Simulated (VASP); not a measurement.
# Mg: density of states with r2SCAN+D3(BJ)

Crystal: Mg.

```
Mg
1.0
    -3.20927    0.00000    0.00000
     0.00000    0.00000   -5.21033
     0.00000   -5.55862    0.00000
Mg
4
Direct
  0.47865 0.76941 0.19834
  0.97763 0.72867 0.67354
  0.01726 0.24699 0.31234
  0.52646 0.25494 0.81578
```

The cell isn't the ideal one: all atoms moved at random, sigma 0.1 Å a component.

```yaml
Program: VASP 6.6.1
Task: density of states
Functional: r2SCAN
Dispersion: D3(BJ)
Potentials_or_basis: VASP PAW PBE potentials, release 64 (Mg)
Cutoff: 520 eV
k_mesh: 8 × 5 × 5
Occupations: tetrahedron
Spin: no spin polarisation
Further_INCAR_settings: ALGO = Normal; EDIFF = 1e-07; NBANDS = 12
```

* Pressure: -2.0 GPa
* Largest force: 0.539 eV/Å
* Band gap on the k mesh: none (metal or under the smearing width)
* Valence electrons inside the program's atomic spheres: Mg 0.33
* Dispersion energy per atom: -0.132 eV

Forces on the atoms (eV/Å):
```
Mg  -0.143  0.427  0.298
Mg  -0.167 -0.138 -0.333
Mg   0.117 -0.178 -0.250
Mg   0.193 -0.111  0.285
```

Stress tensor (GPa, compression positive):
```
-1.07 -0.46  0.03
-0.46 -4.04 -0.04
 0.03 -0.04 -0.84
```

Levels at points of the mesh, in eV from the Fermi level:
| k point | band 1 | band 2 | band 3 | band 4 | band 5 | band 6 | band 7 | band 8 | band 9 |
| --- | --- | --- | --- | --- | --- | --- | --- | --- | --- |
| (0.00, 0.00, 0.00) | -7.36 | -2.39 | -2.26 | -1.83 | -1.21 | 2.70 | 3.19 | 3.34 | 4.03 |
| (0.50, 0.00, 0.00) | -3.54 | -3.53 | 0.88 | 0.96 | 1.29 | 1.32 | 1.74 | 1.77 | 3.34 |

States per cell in windows of 1 eV (zero at the Fermi level; states under -8 eV left out):
| from (eV) | total | Mg2_p | Mg1_p | Mg3_p | Mg4_p | Mg4_s | Mg2_s |
| --- | --- | --- | --- | --- | --- | --- | --- |
| -8.0 | 0.04 | 0.00 | 0.00 | 0.00 | 0.00 | 0.00 | 0.00 |
| -7.0 | 0.56 | 0.00 | 0.00 | 0.00 | 0.00 | 0.02 | 0.02 |
| -6.0 | 0.71 | 0.00 | 0.01 | 0.01 | 0.00 | 0.02 | 0.03 |
| -5.0 | 1.04 | 0.01 | 0.01 | 0.01 | 0.01 | 0.03 | 0.03 |
| -4.0 | 1.20 | 0.02 | 0.02 | 0.02 | 0.02 | 0.03 | 0.03 |
| -3.0 | 1.45 | 0.03 | 0.03 | 0.03 | 0.03 | 0.03 | 0.03 |
| -2.0 | 1.65 | 0.04 | 0.04 | 0.04 | 0.04 | 0.03 | 0.03 |
| -1.0 | 1.34 | 0.03 | 0.03 | 0.03 | 0.03 | 0.02 | 0.02 |
| 0.0 | 1.52 | 0.03 | 0.03 | 0.03 | 0.03 | 0.03 | 0.03 |
| 1.0 | 2.02 | 0.04 | 0.05 | 0.05 | 0.04 | 0.03 | 0.03 |
| 2.0 | 2.01 | 0.04 | 0.04 | 0.04 | 0.04 | 0.03 | 0.03 |
| 3.0 | 1.90 | 0.04 | 0.04 | 0.04 | 0.04 | 0.03 | 0.03 |
| 4.0 | 2.07 | 0.05 | 0.05 | 0.05 | 0.05 | 0.03 | 0.03 |
| 5.0 | 2.23 | 0.05 | 0.05 | 0.05 | 0.05 | 0.03 | 0.03 |
| 6.0 | 1.74 | 0.04 | 0.04 | 0.04 | 0.04 | 0.02 | 0.02 |
| 7.0 | 1.55 | 0.04 | 0.04 | 0.04 | 0.04 | 0.02 | 0.02 |

It took 8.2 min on 1 thread of Intel(R) Xeon(R) Platinum 8175M CPU @ 2.50GHz (Skylake/Cascade Lake), on a shared host, peak memory 0.26 GiB.

Caveat: the PAW data sets were made with another functional, which shifts forces and pressure a little; pairwise dispersion overbinds metals, which lowers pressure and volume; tetrahedron occupations give inexact forces and stress in metals.
